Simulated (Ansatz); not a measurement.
The elements of this relaxed trial crystal are hidden behind letters.

```
lattice vectors (Å)
   7.5146    0.0000    0.0000
   0.0000    3.9428    0.0000
   0.0000    0.0000    6.6028
fractional positions
X 0.8407 0.7500 0.4048
X 0.6593 0.2500 0.9048
X 0.3407 0.7500 0.0952
X 0.1593 0.2500 0.5952
Z 0.8344 0.2500 0.6099
Z 0.6656 0.7500 0.1099
Z 0.3344 0.2500 0.8901
Z 0.1656 0.7500 0.3901
```

The calculation used Ansatz, DFT PBE, scalar-relativistic, plane waves, PAW. Plane waves to 420 eV, a 4×8×4 mesh through Γ for the 8-atom cell and 0.02 eV Gaussian smearing; no spin polarisation.

```
Space group                              : Pnma (No. 62)
Conventional cell                        : a = 7.515 Å, b = 3.943 Å, c = 6.603 Å
Volume per atom                          : 24.45 Å³
Density                                  : 3.42 g/cm³
Formation energy                         : −0.271 eV/atom
Gap on the 4×8×4 mesh of the 8-atom cell : 1.02 eV
```

Energies are uncorrected and count from the elements' standard states at the same level.

Problem. X is a p-block element of period 4 and Z is a p-block element of period 3. Which elements are they?

Solution. X = Ga, Z = P, so the formula is GaP. Density times volume gives a mean mass of 3.42 × 24.45/1.6605 = 50.4 u per atom, and this set has 50.3 u. Ga has 4 P at 2.35–2.44 Å; P is surrounded by 4 Ga at 2.35–2.44 Å. Other sets within the hints have nearly the same mass, so mass alone doesn't settle it; this one was computed.

Kohn–Sham gaps at this level usually fall short of measured ones. Symmetry constrained the relaxation, so the result can be a saddle point.
